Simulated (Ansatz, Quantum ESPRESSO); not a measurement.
# Equation of state of B2 NiAl

How stiff is B2 NiAl under hydrostatic load? Each row scales the relaxed cell evenly and relaxes the atoms. The phase is followed to these pressures whether or not it stays the stable one.

Calculated with Quantum ESPRESSO 7.5, PBEsol, GBRV 1.5 ultrasoft potentials, cutoff 680 eV, Fermi–Dirac smearing 0.05 eV, k-mesh 15×15×15, no spin polarisation, no spin-orbit coupling.

Reference cell, relaxed at zero pressure with PBEsol (Pm-3m): a = 2.8624 Å, b = 2.8624 Å, c = 2.8624 Å, α = 90.00°, β = 90.00°, γ = 90.00°.

```
atom       x       y       z
  Ni  0.5000  0.5000  0.5000
  Al  0.0000  0.0000  0.0000
```

```csv
V (Å³/atom),V/V0,P (GPa),E − E0 (meV/atom)
11.0234,0.9400,12.269,25.9
11.2579,0.9600,7.845,11.2
11.4924,0.9800,3.679,2.8
11.9615,1.0200,−3.271,2.3
12.1961,1.0400,−6.185,9.1
```

V0 = 11.7270 Å³ an atom, where the residual pressure P0 is +0.028 GPa. **Question.** Fit the Birch–Murnaghan law and give the pressure and the energy at V = 12.4306 Å³ an atom, a row left out above.

With the Eulerian strain f = ½[(V0/V)^(2/3) − 1] and F = (P − P0)/[3f(1 + 2f)^(5/2)], the third-order law is the line F = B0 + (3/2) B0 (B′ − 4) f.

```
       f  F (GPa)
 0.02106   174.80
 0.01379   176.46
 0.00678   173.51
−0.00656   173.35
−0.01290   171.33
```

A straight line through the 5 rows: the means are 0.004434 for f and 173.89 for F, Σ(Δx)² = 0.0007908 and ΣΔxΔy = 0.08859, so the slope is 0.08859/0.0007908 = 112.03 and the intercept 173.89 − (112.03)(0.004434) = 173.39.

Hence B0 = 173.4 GPa and B′ = 4 + (112.0)/(1.5 × 173.4) = 4.43. For the withheld volume f = −0.01905, F = 171.26 GPa and P = −8.85 GPa, an extrapolation past the fitted rows. The run itself gives −8.80 GPa, so the estimate misses by 0.05 GPa; the fitted rows themselves lie up to 0.07 GPa off the law.

Integrating the same law gives E − E0 = (9/2) B0 V0 f²[1 + (B′ − 4) f] + P0(V0 − V), with 1 GPa Å³ = 6.2415 meV: 20.4 meV an atom. The run itself gives 20.0 meV, so the estimate misses by 0.4 meV; the fitted rows themselves lie up to 0.3 meV off the law.

The same fit over all rows at other levels or in other programs gives B0 = 173 GPa with PBEsol (Ansatz).

[Logs are printed without paths, hosts, clocks, repeated set-up lines and the standing remarks that a program may print on its own settings, such as how far it seeks lower states.]
